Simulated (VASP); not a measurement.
# Zr15Si32 (a cell with a defect) in VASP: relaxation of the atoms with PBE

Aim: the relaxation of the atoms of Zr15Si32 (a cell with a defect) with PBE.

Everything below comes from runs of VASP 6.6.1. Logs are shortened: lines on timing, memory, paths and dates and some standing lists are left out, and cuts for length are marked.

**1. The structure**

The cell holds a defect, 47 atoms: a = 7.412 Å, b = 14.735 Å, c = 7.344 Å, α = 90.00°, β = 90.00°, γ = 90.00°.

**2. Relaxation of the atoms, PBE**

INCAR reads:

```
SYSTEM = Zr15Si32
PREC = Accurate ; ENCUT = 520
EDIFF = 1E-6 ; ISMEAR = 1
SIGMA = 0.1 ; LREAL = .False.
LASPH = .True. ; NELM = 80
ALGO = Fast ; ISIF = 2
LWAVE = .False. ; LCHARG = .False.
GGA = PE ; IBRION = 2
NSW = 40 ; EDIFFG = -0.01
```

KPOINTS reads:

```
Automatic mesh
0
Gamma
  3 2 3
  0 0 0
```

POSCAR reads:

```
Zr15Si32
1.0
    7.4120000000      0.0000000000      0.0000000000
    0.0000000000     14.7350000000      0.0000000000
    0.0000000000      0.0000000000      7.3440000000
Zr Si
15 32
Direct
    0.5000000000      0.1054000000      0.1250000000
    0.5000000000      0.1054000000      0.6250000000
    0.7500000000      0.6054000000      0.1250000000
    0.7500000000      0.6054000000      0.6250000000
    0.0000000000      0.1054000000      0.1250000000
    0.0000000000      0.1054000000      0.6250000000
    0.2500000000      0.3946000000      0.3750000000
    0.2500000000      0.3946000000      0.8750000000
    0.5000000000      0.8946000000      0.3750000000
    0.5000000000      0.8946000000      0.8750000000
    0.7500000000      0.3946000000      0.3750000000
    0.7500000000      0.3946000000      0.8750000000
    0.0000000000      0.8946000000      0.3750000000
    0.0000000000      0.8946000000      0.8750000000
    0.2500000000      0.6054000000      0.8750000000
    0.2500000000      0.9478000000      0.1250000000
    0.2500000000      0.9478000000      0.6250000000
    0.5000000000      0.4478000000      0.1250000000
    0.5000000000      0.4478000000      0.6250000000
    0.7500000000      0.9478000000      0.1250000000
    0.7500000000      0.9478000000      0.6250000000
    0.0000000000      0.4478000000      0.1250000000
    0.0000000000      0.4478000000      0.6250000000
    0.2500000000      0.0522000000      0.3750000000
    0.2500000000      0.0522000000      0.8750000000
    0.5000000000      0.5522000000      0.3750000000
    0.5000000000      0.5522000000      0.8750000000
    0.7500000000      0.0522000000      0.3750000000
    0.7500000000      0.0522000000      0.8750000000
    0.0000000000      0.5522000000      0.3750000000
    0.0000000000      0.5522000000      0.8750000000
    0.2500000000      0.2504000000      0.1250000000
    0.2500000000      0.2504000000      0.6250000000
    0.5000000000      0.7504000000      0.1250000000
    0.5000000000      0.7504000000      0.6250000000
    0.7500000000      0.2504000000      0.1250000000
    0.7500000000      0.2504000000      0.6250000000
    0.0000000000      0.7504000000      0.1250000000
    0.0000000000      0.7504000000      0.6250000000
    0.2500000000      0.7496000000      0.3750000000
    0.2500000000      0.7496000000      0.8750000000
    0.5000000000      0.2496000000      0.3750000000
    0.5000000000      0.2496000000      0.8750000000
    0.7500000000      0.7496000000      0.3750000000
    0.7500000000      0.7496000000      0.8750000000
    0.0000000000      0.2496000000      0.3750000000
    0.0000000000      0.2496000000      0.8750000000
```

Potentials or basis: VASP PAW PBE potentials, release 64 (Zr_sv, Si).

Launch:

```console
$ cat potpaw_PBE.64/Zr_sv/POTCAR potpaw_PBE.64/Si/POTCAR > POTCAR
$ mpirun -np 8 vasp_std > vasp.out
```

OUTCAR:

```text
SYSTEM = Zr15Si32
   PREC = Accurate
   ENCUT = 520
   EDIFF = 1E-6
   ISMEAR = 1
   LREAL = .False.
   LASPH = .True.
   NELM = 80
   ISIF = 2
   GGA = PE
   IBRION = 2
   NSW = 40
   EDIFFG = -0.01

 ion  position               nearest neighbor table
   1  0.500  0.105  0.125-  24 2.72  25 2.72  28 2.72  29 2.72  42 2.81  43 2.81  32 2.83  36 2.83
                            16 2.97  20 2.97   9 3.61  10 3.61   2 3.67   2 3.67   5 3.71   5 3.71
   2  0.500  0.105  0.625-  24 2.72  25 2.72  28 2.72  29 2.72  42 2.81  43 2.81  33 2.83  37 2.83
                            17 2.97  21 2.97   9 3.61  10 3.61   1 3.67   1 3.67   6 3.71   6 3.71
   3  0.750  0.605  0.125-  26 2.72  27 2.72  30 2.72  31 2.72  44 2.81  45 2.81  34 2.83  38 2.83
                            18 2.97  22 2.97  11 3.61  12 3.61   4 3.67   4 3.67
   4  0.750  0.605  0.625-  26 2.72  27 2.72  30 2.72  31 2.72  44 2.81  45 2.81  35 2.83  39 2.83
                            19 2.97  23 2.97  11 3.61  12 3.61   3 3.67   3 3.67
   5  0.000  0.105  0.125-  24 2.72  25 2.72  28 2.72  29 2.72  46 2.81  47 2.81  32 2.83  36 2.83
                            16 2.97  20 2.97  13 3.61  14 3.61   6 3.67   6 3.67   1 3.71   1 3.71
   6  0.000  0.105  0.625-  24 2.72  25 2.72  28 2.72  29 2.72  46 2.81  47 2.81  33 2.83  37 2.83
                            17 2.97  21 2.97  13 3.61  14 3.61   5 3.67   5 3.67   2 3.71   2 3.71
   7  0.250  0.395  0.375-  18 2.72  19 2.72  22 2.72  23 2.72  32 2.81  33 2.81  42 2.83  46 2.83
                            26 2.97  30 2.97   8 3.67   8 3.67  11 3.71  11 3.71
   8  0.250  0.395  0.875-  18 2.72  19 2.72  22 2.72  23 2.72  32 2.81  33 2.81  43 2.83  47 2.83
                            27 2.97  31 2.97  15 3.11   7 3.67   7 3.67  12 3.71  12 3.71
   9  0.500  0.895  0.375-  16 2.72  17 2.72  20 2.72  21 2.72  34 2.81  35 2.81  40 2.83  44 2.83
                            24 2.97  28 2.97   1 3.61   2 3.61  10 3.67  10 3.67  13 3.71  13 3.71
  10  0.500  0.895  0.875-  16 2.72  17 2.72  20 2.72  21 2.72  34 2.81  35 2.81  41 2.83  45 2.83
                            25 2.97  29 2.97   1 3.61   2 3.61   9 3.67   9 3.67  14 3.71  14 3.71
  11  0.750  0.395  0.375-  18 2.72  19 2.72  22 2.72  23 2.72  36 2.81  37 2.81  42 2.83  46 2.83
                            26 2.97  30 2.97   3 3.61   4 3.61  12 3.67  12 3.67   7 3.71   7 3.71
  12  0.750  0.395  0.875-  18 2.72  19 2.72  22 2.72  23 2.72  36 2.81  37 2.81  43 2.83  47 2.83
                            27 2.97  31 2.97   3 3.61   4 3.61  11 3.67  11 3.67   8 3.71   8 3.71
  13  0.000  0.895  0.375-  16 2.72  17 2.72  20 2.72  21 2.72  38 2.81  39 2.81  40 2.83  44 2.83
                            24 2.97  28 2.97   5 3.61   6 3.61  14 3.67  14 3.67   9 3.71   9 3.71
  14  0.000  0.895  0.875-  16 2.72  17 2.72  20 2.72  21 2.72  38 2.81  39 2.81  41 2.83  45 2.83
                            25 2.97  29 2.97   5 3.61   6 3.61  13 3.67  13 3.67  10 3.71  10 3.71
  15  0.250  0.605  0.875-  27 2.01  31 2.01  41 2.12   8 3.11  35 3.37  38 3.37  39 3.37  34 3.37
                            23 3.49  18 3.49  19 3.49  22 3.49
  16  0.250  0.948  0.125-  24 2.40  25 2.40  13 2.72  14 2.72   9 2.72  10 2.72   1 2.97   5 2.97

  17  0.250  0.948  0.625-  24 2.40  25 2.40  13 2.72  14 2.72   9 2.72  10 2.72   2 2.97   6 2.97

  18  0.500  0.448  0.125-  26 2.40  27 2.40  11 2.72  12 2.72   7 2.72   8 2.72   3 2.97  15 3.49
[... 49 lines left out ...]
  46  0.000  0.250  0.375-  32 2.61  33 2.61  36 2.61  37 2.61   5 2.81   6 2.81   7 2.83  11 2.83

  47  0.000  0.250  0.875-  32 2.61  33 2.61  36 2.61  37 2.61   5 2.81   6 2.81   8 2.83  12 2.83

  LATTYP: Found a simple orthorhombic cell.
 ALAT       =     7.3440000000
 B/A-ratio  =     1.0092592593
 C/A-ratio  =     2.0063997821

  Lattice vectors:

 A1 = (   0.0000000000,   0.0000000000,   7.3440000000)
 A2 = (   7.4120000000,   0.0000000000,   0.0000000000)
 A3 = (   0.0000000000,  14.7350000000,   0.0000000000)

Analysis of symmetry for initial positions (statically):
=====================================================================
 Subroutine PRICEL returns:
 Original cell was already a primitive cell.

 Routine SETGRP: Setting up the symmetry group for a
 simple orthorhombic supercell.

 Subroutine GETGRP returns: Found  4 space group operations
 (whereof  1 operations were pure point group operations)
 out of a pool of  8 trial point group operations.

The static configuration has the point symmetry C_1 .
 The point group associated with its full space group is C_2v.

Analysis of symmetry for dynamics (positions and initial velocities):
=====================================================================
 Subroutine PRICEL returns:
 Original cell was already a primitive cell.

 Routine SETGRP: Setting up the symmetry group for a
 simple orthorhombic supercell.

 Subroutine GETGRP returns: Found  4 space group operations
 (whereof  1 operations were pure point group operations)
 out of a pool of  8 trial point group operations.

The dynamic configuration has the point symmetry C_1 .
[... 158 lines left out ...]
   dimension x,y,z NGX =    56 NGY =  112 NGZ =   56
   dimension x,y,z NGXF=   112 NGYF=  224 NGZF=  112
   ions per type =              15  32
   NGX,Y,Z   is equivalent  to a cutoff of  12.56, 12.64, 12.68 a.u.
   NGXF,Y,Z  is equivalent  to a cutoff of  25.12, 25.27, 25.35 a.u.
 SYSTEM =  Zr15Si32
   PREC   = accura    normal or accurate (medium, high low for compatibility)
   ISTART =      0    job   : 0-new  1-cont  2-samecut
   ICHARG =      2    charge: 1-file 2-atom 10-const
   ISPIN  =      1    spin polarized calculation?
   LNONCOLLINEAR =      F non collinear calculations
   LSORBIT =      F    spin-orbit coupling
   LASPH  =      T    aspherical Exc in radial PAW
   ENCUT  =  520.0 eV  38.22 Ry    6.18 a.u.  13.78 27.40 13.65*2*pi/ulx,y,z
   NELM   =     80;   NELMIN=  2; NELMDL= -5     # of ELM steps
   EDIFF  = 0.1E-05   stopping-criterion for ELM
   LREAL  =      F    real-space projection
   EDIFFG = -.1E-01   stopping-criterion for IOM
   NSW    =     40    number of steps for IOM
   IBRION =      2    ionic relax: 0-MD 1-quasi-New 2-CG
   NFREE  =      1    steps in history (QN), initial steepest desc. (CG)
   ISIF   =      2    stress and relaxation
   ISYM   =      2    0-nonsym 1-usesym 2-fastsym
   POTIM  = 0.5000    time-step for ionic-motion
   TEBEG  =    0.0;   TEEND  =   0.0 temperature during run
   PSTRESS=    0.0 pullay stress
   NELECT =     308.0000    total number of electrons
   NUPDOWN=      -1.0000    fix difference up-down
   EMIN   =  10.00;   EMAX   =-10.00  energy-range for DOS
   EFERMI =   0.00;   METHOD = LEGACY
   ISMEAR =     1;   SIGMA  =   0.10  broadening in eV -4-tet -1-fermi 0-gaus
   EFERMI_NEDOS =   21; number of points for ismear=-14 and -15
   IALGO  =     68    algorithm
   IMIX   =      4    mixing-type and parameters
     AMIX     =   0.40;   BMIX     =  1.00
     AMIX_MAG =   1.60;   BMIX_MAG =  1.00
  volume/ion in A,a.u.               =      17.07       115.16
  Fermi-wavevector in a.u.,A,eV,Ry     =   1.189923  2.248629 19.264729  1.415918
  Thomas-Fermi vector in A             =   2.326020
   LORBIT       =      0    0 simple, 1 ext, 2 COOP (PROOUT), +10 PAW based schemes
   GGA     = PE    functional components
   LHFCALC =     F    Hartree Fock is set to
   AEXX    =    0.0000 exact exchange contribution
   IVDW    =     0    specifies the selected vdW correction
   LEPSILON=     F    determine dielectric tensor
   LRPA    =     F    only Hartree local field effects (RPA)
 conjugate gradient relaxation of ions
 non-spin polarized calculation
 RMM-DIIS sequential band-by-band and
 Methfessel and Paxton  Order N= 1 SIGMA  =   0.10
  energy-cutoff  :      520.00
  volume of cell :      802.08
 maximum number of plane-waves:     21667
 NGX is ok and might be reduce to    56
   NGX = 27   NGY = 55   NGZ = 27

--------------------------------------- Ionic step        1  -------------------------------------------

 number of electron     307.9999997 magnetization

 Free energy of the ion-electron system (eV)
  ---------------------------------------------------
  ext. energy  EPLUGINS =         0.00000000
  ---------------------------------------------------
  free energy    TOTEN  =      -317.29419664 eV

  energy without entropy =     -317.29455837  energy(sigma->0) =     -317.29431722

------------------------ aborting loop because EDIFF is reached ----------------------------------------

  FORCE on cell =-STRESS in cart. coord.  units (eV):
  Direction    XX          YY          ZZ          XY          YZ          ZX
  --------------------------------------------------------------------------------------
  -------------------------------------------------------------------------------------
  Total       38.7534932     32.0750284     -0.6133575      0.0000000      0.0000000      0.0000000
  in kB       77.4110965     64.0706918     -1.2251973      0.0000000      0.0000000      0.0000000
  external PRESSURE =      46.7521970 kB  Pullay stress =       0.0000000 kB
[... 224 lines left out ...]
  FREE ENERGIE OF THE ION-ELECTRON SYSTEM (eV)
  ---------------------------------------------------
  free  energy   TOTEN  =      -322.7376226203 eV

  energy  without entropy=     -322.7258340008  energy(sigma->0) =     -322.73369308

[... ionic steps 4 to 23 ...]

--------------------------------------- Ionic step       24  -------------------------------------------

 number of electron     308.0000001 magnetization

------------------------ aborting loop because EDIFF is reached ----------------------------------------
[... 157 lines left out ...]
--------------------------------------- Ionic step       26  -------------------------------------------

 number of electron     308.0000001 magnetization

 Free energy of the ion-electron system (eV)
  ---------------------------------------------------
  ext. energy  EPLUGINS =         0.00000000
  ---------------------------------------------------
  free energy    TOTEN  =      -324.16425185 eV

  energy without entropy =     -324.16483428  energy(sigma->0) =     -324.16444599

 E-fermi :   9.5096     XC(G=0): -11.1246

 val. band max:        9.4818014528   @ k =   0.0000   0.5000   0.3333
 cond. band min:       9.5350015195   @ k =   0.0000   0.5000   0.0000
 fundamental gap:      0.0532000668
 Fermi energy:         9.5095673408

 k-point     1 :       0.0000    0.0000    0.0000
  band No.  band energies     occupation
      1     -39.4983      2.00000
      2     -39.3532      2.00000
      3     -39.3440      2.00000
      4     -39.2250      2.00000
      5     -39.2160      2.00000
      6     -39.1251      2.00000
[... 1341 lines left out ...]
    165      10.6599     -0.00000
    166      10.7635     -0.00000
 [bands above 166 left out]

------------------------ aborting loop because EDIFF is reached ----------------------------------------

  FORCE on cell =-STRESS in cart. coord.  units (eV):
  Direction    XX          YY          ZZ          XY          YZ          ZX
  --------------------------------------------------------------------------------------
  -------------------------------------------------------------------------------------
  Total        6.6344612     16.9472425      0.0340478      0.0000000      0.0000000      0.0000000
  in kB       13.2525065     33.8525514      0.0680113      0.0000000      0.0000000      0.0000000
  external PRESSURE =      15.7243564 kB  Pullay stress =       0.0000000 kB
[... 62 lines left out ...]
  FREE ENERGIE OF THE ION-ELECTRON SYSTEM (eV)
  ---------------------------------------------------
  free  energy   TOTEN  =      -324.1642518476 eV

  energy  without entropy=     -324.1648342810  energy(sigma->0) =     -324.16444599

 reached required accuracy - stopping structural energy minimisation
```

Wall time 1.6 h (8 MPI ranks of AMD EPYC 9R45 (Zen 5), shared host); peak memory 0.41 GiB.

What came out:

| Property | Result |
| --- | --- |
| Free energy | -324.1643 eV |
| Energy gained by relaxing | 146.2 meV/atom |
| Ionic steps | 26 |
| Pressure after relaxing | 1.6 GPa |
| Largest force after relaxing | 0.010 eV/Å |
| Band gap on the k mesh | none (metal or under the smearing width) |

Forces on the atoms (eV/Å):
```
Zr  -0.001  0.000 -0.001
Zr  -0.001  0.000  0.001
Zr   0.000 -0.002  0.007
Zr   0.000 -0.002 -0.007
Zr   0.001  0.000 -0.001
Zr   0.001  0.000  0.001
Zr   0.000 -0.001  0.000
Zr   0.000  0.000  0.000
Zr   0.002  0.001  0.000
Zr  -0.009 -0.005  0.000
Zr   0.000 -0.002  0.000
Zr   0.000  0.008  0.000
Zr  -0.002  0.001  0.000
Zr   0.009 -0.005  0.000
Zr   0.000 -0.004  0.000
Si   0.000 -0.001 -0.003
Si   0.000 -0.001  0.003
Si   0.001  0.000  0.002
Si   0.001  0.000 -0.002
Si   0.000  0.001  0.003
Si   0.000  0.001 -0.003
Si  -0.001  0.000  0.002
Si  -0.001  0.000 -0.002
Si   0.000  0.001  0.000
Si   0.000  0.002  0.000
Si  -0.003 -0.001  0.000
Si   0.005 -0.003  0.000
Si   0.000  0.003  0.000
Si   0.000  0.006  0.000
Si   0.003 -0.001  0.000
Si  -0.005 -0.003  0.000
Si   0.000  0.000 -0.002
Si   0.000  0.000  0.002
Si   0.001  0.002 -0.001
Si   0.001  0.002  0.001
Si   0.000 -0.006  0.001
Si   0.000 -0.006 -0.001
Si  -0.001  0.002 -0.001
Si  -0.001  0.002  0.001
Si   0.000  0.003  0.000
Si   0.000  0.000  0.000
Si   0.003 -0.001  0.000
Si  -0.002 -0.001  0.000
Si   0.000  0.004  0.000
Si   0.000  0.004  0.000
Si  -0.003 -0.001  0.000
Si   0.002 -0.001  0.000
```

The path:
```csv
step,energy change (eV),largest force (eV/Å),pressure (GPa)
1,0.0000,11.3038,4.68
2,-5.0394,3.2366,2.92
3,-5.4434,1.8818,2.92
4,-6.0208,1.3247,2.56
5,-6.0677,1.9065,2.50
6,-6.3715,0.6997,2.27
7,-6.4411,1.2197,2.16
8,-6.6537,0.5623,1.86
9,-6.6789,0.5958,1.74
10,-6.7696,0.3416,1.67
11,-6.7859,0.4728,1.65
12,-6.8355,0.3918,1.64
13,-6.8363,0.4754,1.65
14,-6.8541,0.3649,1.61
15,-6.8554,0.1943,1.62
16,-6.8645,0.0917,1.61
17,-6.8645,0.0909,1.61
18,-6.8674,0.0373,1.60
19,-6.8677,0.0630,1.60
20,-6.8691,0.0359,1.58
21,-6.8693,0.0433,1.58
22,-6.8697,0.0747,1.57
23,-6.8697,0.0547,1.57
24,-6.8699,0.0434,1.57
25,-6.8700,0.0242,1.57
26,-6.8701,0.0098,1.57
```

Final structure:
```cif
data_structure
_symmetry_space_group_name_H-M 'P 1'
_symmetry_Int_Tables_number 1
_cell_length_a 7.4120
_cell_length_b 14.7350
_cell_length_c 7.3440
_cell_angle_alpha 90.000
_cell_angle_beta 90.000
_cell_angle_gamma 90.000
_cell_volume 802.08
loop_
_atom_site_label
_atom_site_type_symbol
_atom_site_fract_x
_atom_site_fract_y
_atom_site_fract_z
_atom_site_occupancy
Zr1 Zr 0.49917 0.10315 0.12625 1
Zr2 Zr 0.49917 0.10315 0.62375 1
Zr3 Zr 0.75000 0.60383 0.12872 1
Zr4 Zr 0.75000 0.60383 0.62128 1
Zr5 Zr 0.00083 0.10315 0.12625 1
Zr6 Zr 0.00083 0.10315 0.62375 1
Zr7 Zr 0.25000 0.39256 0.37500 1
Zr8 Zr 0.25000 0.39281 0.87500 1
Zr9 Zr 0.49425 0.88976 0.37500 1
Zr10 Zr 0.51051 0.90577 0.87500 1
Zr11 Zr 0.75000 0.38918 0.37500 1
Zr12 Zr 0.75000 0.38670 0.87500 1
Zr13 Zr 0.00575 0.88976 0.37500 1
Zr14 Zr 0.98949 0.90577 0.87500 1
Zr15 Zr 0.25000 0.62868 0.87500 1
Si1 Si 0.25000 0.94719 0.12420 1
Si2 Si 0.25000 0.94719 0.62580 1
Si3 Si 0.49910 0.44964 0.13935 1
Si4 Si 0.49910 0.44964 0.61065 1
Si5 Si 0.75000 0.94512 0.13224 1
Si6 Si 0.75000 0.94512 0.61776 1
Si7 Si 0.00090 0.44964 0.13935 1
Si8 Si 0.00090 0.44964 0.61065 1
Si9 Si 0.25000 0.05360 0.37500 1
Si10 Si 0.25000 0.05630 0.87500 1
Si11 Si 0.45305 0.56695 0.37500 1
Si12 Si 0.52704 0.53212 0.87500 1
Si13 Si 0.75000 0.05299 0.37500 1
Si14 Si 0.75000 0.05570 0.87500 1
Si15 Si 0.04695 0.56695 0.37500 1
Si16 Si 0.97296 0.53212 0.87500 1
Si17 Si 0.25000 0.24825 0.12498 1
Si18 Si 0.25000 0.24825 0.62502 1
Si19 Si 0.49360 0.74718 0.11456 1
Si20 Si 0.49360 0.74718 0.63544 1
Si21 Si 0.75000 0.24627 0.12666 1
Si22 Si 0.75000 0.24627 0.62334 1
Si23 Si 0.00640 0.74718 0.11456 1
Si24 Si 0.00640 0.74718 0.63544 1
Si25 Si 0.25000 0.72989 0.37500 1
Si26 Si 0.25000 0.79199 0.87500 1
Si27 Si 0.50219 0.24804 0.37500 1
Si28 Si 0.49740 0.24732 0.87500 1
Si29 Si 0.75000 0.74886 0.37500 1
Si30 Si 0.75000 0.75420 0.87500 1
Si31 Si 0.99781 0.24804 0.37500 1
Si32 Si 0.00260 0.24732 0.87500 1
```

Levels at points of the mesh, in eV from the Fermi level:
| k point | band 150 | band 151 | band 152 | band 153 | band 154 | band 155 | band 156 | band 157 |
| --- | --- | --- | --- | --- | --- | --- | --- | --- |
| (0.00, 0.00, 0.00) | -0.42 | -0.35 | -0.09 | 0.15 | 0.23 | 0.27 | 0.28 | 0.30 |
| (0.00, 0.50, 0.00) | -0.26 | -0.22 | -0.08 | 0.03 | 0.06 | 0.14 | 0.15 | 0.26 |
